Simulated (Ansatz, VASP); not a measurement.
# Ga: VASP beside Ansatz

```
Ga
1.0
    -1.64993    1.64993    1.64993
     1.64993   -1.64993    1.64993
     1.64993    1.64993   -1.64993
Ga
1
Direct
  0.00000 0.00000 0.00000
```

Alike in both runs: functional PBEsol; k mesh 18 × 18 × 18; occupations fermi-dirac, width 0.1 eV; no spin polarisation.

Ansatz relaxed the structure, and its values are those at the end. VASP's run is a single point on that final structure, the one shown.

```csv
,VASP,Ansatz
version,VASP 6.6.1,Ansatz 0.2.0
potentials or method,"VASP PAW PBE potentials, release 64 (Ga_d)","PAW with Ansatz's default frozen-core files, scalar-relativistic"
plane-wave cutoff (eV),520,420
valence electrons in the cell,13,13
```

Ansatz gave:

```
pressure (GPa) : 0.0
```

Task: Which values does VASP return?

Result: Pressure (GPa): 0.1.

Caveats: the PAW data sets were made with another functional, which shifts forces and pressure a little (VASP).
